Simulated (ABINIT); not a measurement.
# MgS (P6_3mc) in ABINIT: relaxation of cell and atoms with LDA

Aim: the relaxation of cell and atoms of MgS with LDA.

Program: ABINIT 10.8.3 (patched build). These are calculated values, not measurements. Logs are shortened: lines on timing, memory, paths and dates and some standing lists are left out, and cuts for length are marked. The log counts tension as positive stress, the text compression.

## (1) The structure

Symmetry: P6_3mc, No. 186, hexagonal system. The conventional cell has a = 4.035 Å, b = 4.035 Å, c = 6.432 Å, α = 90.00°, β = 90.00°, γ = 120.00°. Around S (site symmetry 3m) lie 4 Mg at 2.45 to 2.47 Å. Mg (site symmetry 3m) has 4 S at 2.45 to 2.47 Å as nearest neighbours.

The cell comes from a database or a generator and needn't be the stable form of this composition.

## (2) Relaxation of cell and atoms, LDA

run.abi

```
# Pseudopotentials
pp_dirpath "./"
pseudos "S.LDA_PW-JTH.xml, Mg.LDA_PW-JTH.xml"

# Structure
acell 3*1.0 Angstrom
rprim
     4.0346224068     0.0000000000     0.0000000000
    -2.0173112034     3.4940854990     0.0000000000
     0.0000000000     0.0000000000     6.4322941800
ntypat 2
znucl 16 12
natom 4
typat 1 1 2 2
xred
     0.6666666667     0.3333333333     0.8792441500
     0.3333333333     0.6666666667     0.3792441500
     0.3333333333     0.6666666667     0.9957548500
     0.6666666667     0.3333333333     0.4957548500
chkprim 0
chksymtnons 0
tolsym 1.0e-6

# Plane-wave basis
ecut 544.227725 eV
pawecutdg 40.0

# k points
kptopt 1
ngkpt 8 8 4
nshiftk 1
shiftk 0.0 0.0 0.0

# Exchange and correlation
ixc 7

# Bands and occupations
nband 20
occopt 3
tsmear 0.05 eV

# SCF cycle
nstep 100
tolvrs 1.0e-9

# Output
iomode 3
prtwf 0
prtden 0
prteig 0
prtebands 0

# Relaxation
ionmov 22
ntime 60
tolmxf 5.0e-5
optcell 2
dilatmx 1.08
ecutsm 0.5
```

Potentials or basis: JTH PAW LDA v2.0.

The run is started by

```console
$ abinit run.abi > log 2>&1
```

run.abo:

```text
.Version 10.8.3 of ABINIT
 Symmetries : space group P6_3 m c (#186); Bravais hP (primitive hexag.)
================================================================================
 Values of the parameters that define the memory need of the present run
     intxc =       0    ionmov =      22      iscf =      17    lmnmax =       8
     lnmax =       4     mgfft =      54  mpssoang =       2    mqgrid =    3738
     natom =       4  nloc_mem =       2    nspden =       1   nspinor =       1
    nsppol =       1      nsym =      12    n1xccc =       1    ntypat =       2
    occopt =       3   xclevel =       1
       mpw =        3317          nfft =       69984          nkpt =          30
 PAW method is used; the additional fine FFT grid is defined by:
   mgfftf=        80    nfftf =    184320
================================================================================
================================================================================

--------------------------------------------------------------------------------
------------- Echo of variables that govern the present computation ------------
--------------------------------------------------------------------------------
 -outvars: echo values of preprocessed input variables --------
            acell      1.8897261259E+00  1.8897261259E+00  1.8897261259E+00 Bohr
              amu      3.20660000E+01  2.43050000E+01
          chkprim           0
      chksymtnons           0
          dilatmx      1.08000000E+00
             ecut      2.00000000E+01 Hartree
           ecutsm      5.00000000E-01 Hartree
           ionmov          22
              ixc           7
         kptrlatt        8    0    0      0    8    0      0    0    4
          kptrlen      4.86210974E+01
            natom           4
            nband          20
            ngfft          36      36      54
          ngfftdg          48      48      80
             nkpt          30
            nstep         100
             nsym          12
            ntime          60
           ntypat           2
           occopt           3
          optcell           2
        pawecutdg      4.00000000E+01 Hartree
           prtden           0
        prtebands           0
           prteig           0
            prtwf           0
            rprim      4.0346224068E+00  0.0000000000E+00  0.0000000000E+00
                      -2.0173112034E+00  3.4940854990E+00  0.0000000000E+00
                       0.0000000000E+00  0.0000000000E+00  6.4322941800E+00
          spgroup         186
           tolsym      1.00000000E-06
           tolvrs      1.00000000E-09
           tsmear      1.83746611E-03 Hartree
            typat      1  1  2  2
           useylm           1
           xangst      2.0173112034E+00  1.1646951663E+00  5.6555570288E+00
                      -2.9862204611E-16  2.3293903327E+00  2.4394099388E+00
                      -2.9862204611E-16  2.3293903327E+00  6.4049881264E+00
                       2.0173112034E+00  1.1646951663E+00  3.1888410364E+00
            xcart      3.8121656852E+00  2.2009548845E+00  1.0687453874E+01
                      -5.6431388231E-16  4.4019097691E+00  4.6098166932E+00
                      -5.6431388231E-16  4.4019097691E+00  1.2103673399E+01
                       3.8121656852E+00  2.2009548845E+00  6.0260362178E+00
             xred      6.6666666667E-01  3.3333333333E-01  8.7924415000E-01
                       3.3333333333E-01  6.6666666667E-01  3.7924415000E-01
                       3.3333333333E-01  6.6666666667E-01  9.9575485000E-01
                       6.6666666667E-01  3.3333333333E-01  4.9575485000E-01
            znucl       16.00000   12.00000

================================================================================

 chkinp: Checking input parameters for consistency.

================================================================================
== DATASET  1 ==================================================================

--- !DatasetInfo
iteration_state: {dtset: 1, }
dimensions: {natom: 4, nkpt: 30, mband: 20, nsppol: 1, nspinor: 1, nspden: 1, mpw: 3317, }
cutoff_energies: {ecut:  20.0, pawecutdg:  40.0, }
electrons: {nelect:   3.20000000E+01, charge:   0.00000000E+00, occopt:   3.00000000E+00, tsmear:   1.83746611E-03, }
meta: {optdriver: 0, ionmov: 22, optcell: 2, iscf: 17, paral_kgb: 0, }
...

 Exchange-correlation functional for the present dataset will be:
  LDA: Perdew-Wang 92 LSD fit to Ceperley-Alder data - ixc=7
  J.P.Perdew and Y.Wang, PRB 45, 13244 (1992)

 Real(R)+Recip(G) space primitive vectors, cartesian coordinates (Bohr,Bohr^-1):
[... 1153 lines left out ...]
---SELF-CONSISTENT-FIELD CONVERGENCE--------------------------------------------

--- !BeginCycle
iteration_state: {dtset: 1, itime: 11, icycle: 1, }
solver: {iscf: 17, nstep: 100, nline: 4, wfoptalg: 10, }
tolerances: {tolvrs: 1.00E-09, }
...
[... 96 lines left out ...]
 Difference of energy with previous step (new-old):
           Absolute (Ha)=-5.02259E-08
           Relative     =-3.39538E-10

 At Broyd/MD step  11, gradients are converged :
  max grad (force/stress) = 2.3855E-05 < tolmxf= 5.0000E-05 ha/bohr (free atoms)

================================================================================

 ----iterations are completed or convergence reached----

 Mean square residual over all n,k,spin=   12.901E-13; max=  59.483E-11
 reduced coordinates (array xred) for    4 atoms
       0.666666666667      0.333333333333      0.878334630649
       0.333333333333      0.666666666667      0.378334630649
       0.333333333333      0.666666666667      0.996664369351
       0.666666666667      0.333333333333      0.496664369351
 rms dE/dt=  4.0480E-04; max dE/dt=  2.1541E-27; dE/dt below (all hartree)
    1       0.000000000000      0.000000000000     -0.000563261947
    2       0.000000000000      0.000000000000     -0.000563261947
    3       0.000000000000      0.000000000000     -0.000816047678
    4       0.000000000000      0.000000000000     -0.000816047678

 cartesian coordinates (angstrom) at end:
    1      1.99330374980449     1.15083445653728     5.59267902152518
    2     -0.00000000000000     2.30166891307455     2.40899547634140
    3     -0.00000000000000     2.30166891307455     6.34612790554691
    4      1.99330374980449     1.15083445653728     3.16244436036313

 cartesian forces (hartree/bohr) at end:
    1      0.00000000000000     0.00000000000000    -0.00001050421991
    2      0.00000000000000     0.00000000000000    -0.00001050421991
    3      0.00000000000000     0.00000000000000     0.00001050421991
    4     -0.00000000000000    -0.00000000000000     0.00001050421991
 frms,max,avg= 6.0646142E-06 1.0504220E-05   0.000E+00  0.000E+00  5.732E-05 h/b

 cartesian forces (eV/Angstrom) at end:
    1      0.00000000000000     0.00000000000000    -0.00054014870549
    2      0.00000000000000     0.00000000000000    -0.00054014870549
    3      0.00000000000000     0.00000000000000     0.00054014870549
    4     -0.00000000000000    -0.00000000000000     0.00054014870549
 frms,max,avg= 3.1185500E-04 5.4014871E-04   0.000E+00  0.000E+00  2.947E-03 e/A
 length scales=  7.533596345751  7.533596345805 12.032579943913 bohr
              =  3.986607499609  3.986607499637  6.367367090368 angstroms
 Fermi (or HOMO) energy (hartree) =   0.14144   Average Vxc (hartree)=  -0.32562
 Eigenvalues (hartree) for nkpt=  30  k points:
 kpt#   1, nband= 20, wtk=  0.00391, kpt=  0.0000  0.0000  0.0000 (reduced coord)
  -2.59335   -2.59335   -1.39610   -1.39598   -1.39589   -1.39589   -1.39587   -1.39587
  -0.33106   -0.30145   -0.03394    0.07027    0.07027    0.08633    0.08633    0.09140
   0.21386    0.25917    0.36210    0.36210
      occupation numbers for kpt#   1
   2.00000    2.00000    2.00000    2.00000    2.00000    2.00000    2.00000    2.00000
   2.00000    2.00000    2.00000    2.00000    2.00000    2.00000    2.00000    2.00000
   0.00000    0.00000    0.00000    0.00000
 prteigrs : prtvol=0 or 1, do not print more k-points.

--- !EnergyTerms
iteration_state     : {dtset: 1, itime: 11, icycle: 1, }
comment             : Components of total free energy in Hartree
kinetic             :  1.59721879088170E+01
hartree             :  3.75362472582391E+01
xc                  : -9.77996076232143E+00
Ewald energy        : -6.79545120471129E+01
psp_core            :  1.48123173110440E+00
local_psp           : -1.12498022417777E+02
PAW spherical_terms : -1.26811667828665E+01
internal            : -1.47923995111918E+02
'-kT*entropy'       :  1.16135112545766E-15
total_energy        : -1.47923995111918E+02
total_energy_eV     : -4.02521696603900E+03
...

--- !EnergyTermsDC
iteration_state     : {dtset: 1, itime: 11, icycle: 1, }
comment             : '"Double-counting" decomposition of free energy'
band_energy         : -2.79305028834712E+01
Ewald energy        : -6.79545120471129E+01
psp_core            :  1.48123173110440E+00
xc_dc               : -3.65738870119202E+01
PAW spherical_terms : -1.69463257604675E+01
internal            : -1.47923995971867E+02
'-kT*entropy'       :  1.16135112545766E-15
total_energy_dc     : -1.47923995971867E+02
total_energy_dc_eV  : -4.02521698943942E+03
...

--- !EnergyTermsWithPAWCore
iteration_state     : {dtset: 1, itime: 11, icycle: 1, }
comment             : 'Components of total free energy, including PAW core contributions'
Total energy        : -1.19526064874206E+03
Total energy DC     : -1.19526064960201E+03
Total energy (eV)   : -3.25246991775421E+04
Total energy DC (eV): -3.25246992009425E+04
...

 rms coord change=  5.2511E-04   atom, delta coord (reduced):
     1        0.000000000000      0.000000000000     -0.000909519351
     2        0.000000000000      0.000000000000     -0.000909519351
     3        0.000000000000      0.000000000000      0.000909519351
     4        0.000000000000      0.000000000000      0.000909519351

 Cartesian components of stress tensor (hartree/bohr^3)
  sigma(1 1)=  4.90887349E-08  sigma(3 2)=  0.00000000E+00
  sigma(2 2)=  4.90886872E-08  sigma(3 1)=  0.00000000E+00
  sigma(3 3)=  2.38545727E-07  sigma(2 1)=  0.00000000E+00

-Cartesian components of stress tensor (GPa)         [Pressure= -3.3022E-03 GPa]
- sigma(1 1)=  1.44424044E-03  sigma(3 2)=  0.00000000E+00
- sigma(2 2)=  1.44423904E-03  sigma(3 1)=  0.00000000E+00
- sigma(3 3)=  7.01825760E-03  sigma(2 1)=  0.00000000E+00

== END DATASET(S) ==============================================================
================================================================================

 -outvars: echo values of variables after computation  --------
            acell      7.5335963458E+00  7.5335963458E+00  1.2032579944E+01 Bohr
           etotal     -1.4792399597E+02
            fcart      7.1483660647E-29  4.1271110717E-29 -1.0504219912E-05
                       7.1483660647E-29  4.1271110717E-29 -1.0504219912E-05
                       7.1483660647E-29  4.1271110717E-29  1.0504219912E-05
                      -2.1445098194E-28 -1.2381333215E-28  1.0504219912E-05
            rprim      1.0000000000E+00  0.0000000000E+00  0.0000000000E+00
                      -5.0000000000E-01  8.6602540379E-01  0.0000000000E+00
                       0.0000000000E+00  0.0000000000E+00  1.0000000000E+00
           strten      4.9088734922E-08  4.9088687201E-08  2.3854572730E-07
                       0.0000000000E+00  0.0000000000E+00  0.0000000000E+00
           xangst      1.9933037498E+00  1.1508344565E+00  5.5926790215E+00
                      -2.9506822908E-16  2.3016689131E+00  2.4089954763E+00
                      -2.9506822908E-16  2.3016689131E+00  6.3461279055E+00
                       1.9933037498E+00  1.1508344565E+00  3.1624443604E+00
             xred      6.6666666667E-01  3.3333333333E-01  8.7833463065E-01
                       3.3333333333E-01  6.6666666667E-01  3.7833463065E-01
                       3.3333333333E-01  6.6666666667E-01  9.9666436935E-01
                       6.6666666667E-01  3.3333333333E-01  4.9666436935E-01
 Calculation completed.
```

It took 9 min on 1 thread of Arm Neoverse V1, shared host; peak memory 0.15 GiB.

What came out:

- Free energy: -4025.2170 eV
- Relaxed volume: 21.91 Å³/atom
- Relaxed cell: a = 3.987 Å, b = 3.987 Å, c = 6.367 Å, α = 90.00°, β = 90.00°, γ = 120.00°
- Space group after relaxing (to 0.05 Å): P6_3mc (No. 186)
- Energy gained by relaxing: 4.9 meV/atom
- Ionic steps: 11
- Pressure after relaxing: 0.0 GPa
- Band gap on the k mesh: 3.33 eV, direct
- Valence electrons inside the program's atomic spheres: S 3.63; Mg 8.24

The path:
| step | energy change (eV) | largest force (eV/Å) | pressure (GPa) | volume (Å³) |
| --- | --- | --- | --- | --- |
| 1 | 0.0000 | 0.0512 | -1.96 | 90.68 |
| 2 | -0.0062 | 0.0435 | -1.64 | 90.13 |
| 3 | -0.0196 | 0.0125 | 0.06 | 87.54 |
| 4 | -0.0194 | 0.0331 | 0.04 | 87.56 |
| 5 | -0.0196 | 0.0082 | 0.01 | 87.62 |
| 6 | -0.0196 | 0.0059 | 0.00 | 87.62 |
| 7 | -0.0197 | 0.0021 | 0.00 | 87.63 |
| 8 | -0.0197 | 0.0030 | 0.00 | 87.63 |
| 9 | -0.0197 | 0.0049 | 0.00 | 87.63 |
| 10 | -0.0197 | 0.0022 | -0.01 | 87.65 |
| 11 | -0.0197 | 0.0005 | 0.00 | 87.64 |

Final structure:
```
CELL_PARAMETERS angstrom
3.98661 0.00000 0.00000
-1.99330 3.45250 0.00000
0.00000 0.00000 6.36737
ATOMIC_POSITIONS crystal
S 0.66667 0.33333 0.87833
S 0.33333 0.66667 0.37833
Mg 0.33333 0.66667 0.99666
Mg 0.66667 0.33333 0.49666
```

Expect the measured gap to be larger: semilocal functionals such as LDA lack the derivative discontinuity.
